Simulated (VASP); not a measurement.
A run of VASP 6.6.1:

The input INCAR:

```
ALGO = Normal
EDIFF = 1E-7
EDIFFG = -0.005
ENCUT = 600
GGA = PE
IBRION = 2
ISIF = 3
ISMEAR = 0
LASPH = True
LCHARG = False
LREAL = False
LWAVE = False
NELM = 80
NSW = 90
PREC = Accurate
SIGMA = 0.03
```

The input KPOINTS:

```
k-points
0
Gamma
  9 9 5
```

POSCAR

```
ZnO                                     
1.0
    3.2863600051      0.0000000000     -0.0000000000
   -1.6431800026      2.8460712504      0.0000000000
    0.0000000000      0.0000000000      5.2998172768
  Zn              O             
     2     2
Direct
     0.3333333332999970    0.6666666667000030    0.4998171835816887
     0.6666666667000030    0.3333333332999970    0.9998171835816887
     0.6666666667000030    0.3333333332999970    0.3791928164183123
     0.3333333332999970    0.6666666667000030    0.8791928164183123
```

Potentials or basis: VASP PAW PBE potentials, release 64 (Zn, O).

The run is started by

```bash
$ cat potpaw_PBE.64/Zn/POTCAR potpaw_PBE.64/O/POTCAR > POTCAR
$ mpirun -np 1 vasp_std > vasp.out
```

Hardware: 1 thread of Intel(R) Xeon(R) Platinum 8488C (Sapphire Rapids) (shared host).

Estimate the wall time of this run.

It took 110 s on 1 thread of Intel(R) Xeon(R) Platinum 8488C (Sapphire Rapids), with other jobs on the host, peak memory 0.2 GiB. Counts: scf iterations 27, k points 36, ion steps 3.
